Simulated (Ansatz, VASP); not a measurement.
Fe: VASP beside Ansatz

The input INCAR:

```
SYSTEM = Fe
ALGO = Normal ; EDIFF = 1E-7
ENCUT = 520 ; GGA = PS
ISIF = 2 ; ISMEAR = -1
ISPIN = 2 ; LASPH = .True.
LCHARG = .False. ; LMAXMIX = 4
LORBIT = 11 ; LREAL = .False.
LWAVE = .False. ; MAGMOM = 3
NBANDS = 14 ; NELM = 100
PREC = Accurate ; SIGMA = 0.05
```

Contents of KPOINTS:

```
k-points
0
Gamma
  13 13 13
  0 0 0
```

POSCAR

```
Fe
1.0
   -1.4135427549      1.4135427549      1.4135427549
    1.4135427549     -1.4135427549      1.4135427549
    1.4135427549      1.4135427549     -1.4135427549
Fe
1
Direct
    0.0000000000      0.0000000000      0.0000000000
```

Contents of input.yaml:

```yaml
crystal:
  lattice:
    - [-1.4135427549, 1.4135427549, 1.4135427549]
    - [1.4135427549, -1.4135427549, 1.4135427549]
    - [1.4135427549, 1.4135427549, -1.4135427549]
  atoms:
    - { symbol: Fe, position: [0.0, 0.0, 0.0], spin: 3.0 }
hamiltonian:
  xc: pbesol
  pseudopotentials: { kind: paw }
magnetization:
  spin_polarized: true
kpoints:
  mp_grid: { grid: [13, 13, 13] }
scf:
  occupations: { method: fermi_dirac, width: 0.05 }
output:
  forces: true
  stress: true
  eigenvalues: true
  write_density: true
  write_potential: true
  elf: true
  volumetric_format: npy
```

Change from the starting cell: volume scaled by 0.94.

Alike in both runs: task single point; functional PBEsol; k mesh 13 × 13 × 13; occupations fermi-dirac, width 0.05 eV; collinear spin, ferromagnetic start.

|  | VASP | Ansatz |
| --- | --- | --- |
| version | VASP 6.6.1 | Ansatz 0.2.0 |
| potentials or method | VASP PAW PBE potentials, release 64 (Fe) | Ansatz PAW |
| plane-wave cutoff (eV) | 520 | 420 |
| valence electrons in the cell | 8 | 16 |

|  | VASP | Ansatz | Ansatz less VASP |
| --- | --- | --- | --- |
| gap on the k mesh at the Fermi level (eV) | none | none | - |
| pressure (GPa) | -9.3 | -9.3 | -0.03 |
| net moment per atom (μB) | 2.13 | 2.12 | -0.011 |
| size of the moment on the site where the two differ most (μB) | 2.12 | 2.16 | +0.035 |

Site moments also hang on the region over which each program counts them. A gap of «none» marks a metal or a gap that the smearing closes. The two sets of potentials don't hold the same shells in valence.

Caveats: the PAW data sets were made with another functional, which shifts forces and pressure a little (VASP); the PAW data sets come from PBE, with cores solved anew for the run's functional, which leaves a small shift of forces and pressure (Ansatz).
